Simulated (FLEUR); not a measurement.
PbO (Litharge):

```
Pb O
1.0
     3.99000    0.00000    0.00000
     0.00000    3.99000    0.00000
     0.00000    0.00000    5.01000
Pb O
2 2
Direct
  0.50000 0.00000 0.76000
  0.00000 0.50000 0.24000
  0.50000 0.50000 0.00000
  0.00000 0.00000 0.00000
```

```yaml
Program: FLEUR MaX-R8.1 (later development tree)
Task: single point
Functional: PBEsol
Potentials_or_basis: all-electron
Basis: FLAPW
Kmax: 4.62 1/bohr
k_mesh: 7 × 7 × 6
Occupations: fermi-dirac, width 0.05 eV
Spin: no spin polarisation
Gmax: 14.3 1/bohr
Muffin-tin_radii: Pb 2.4, O 1.56 bohr
lmax: Pb 10, O 8
lnonsphr: Pb 10, O 8
Local_orbitals_a_species: Pb 5, O 3
Max_iterations: 60
Mixing_factor: 0.05
Mixer: Anderson
Mixer_history: 15
```

On this cell: largest force 0.321 eV/Å; band gap on the k mesh 1.36 eV, indirect (least direct gap 2.30 eV).

The same run follows on a disturbed copy (atoms moved at random, drawn with an rms of 0.05 Å):

```
Pb O
1.0
     3.99000    0.00000    0.00000
     0.00000    3.99000    0.00000
     0.00000    0.00000    5.01000
Pb O
2 2
Direct
  0.50251 0.00029 0.76407
  0.98947 0.50782 0.24743
  0.49476 0.50656 0.99778
  0.99373 0.01242 0.00824
```

Q: What does the disturbed cell give?

A: The energy moves by +5.0 meV/atom; largest force 0.556 eV/Å; band gap on the k mesh 1.31 eV, indirect (least direct gap 2.25 eV).

Forces on the atoms (eV/Å):
```
Pb  -0.154  0.142  0.328
Pb   0.107  0.014 -0.546
O   -0.038 -0.002  0.273
O    0.085 -0.153 -0.055
```

Caveats: spin-orbit coupling is left out, which as a rule narrows the gap of such compounds by several tenths of an eV; an odd mesh through Γ misses points on the zone boundary, where band edges often lie.
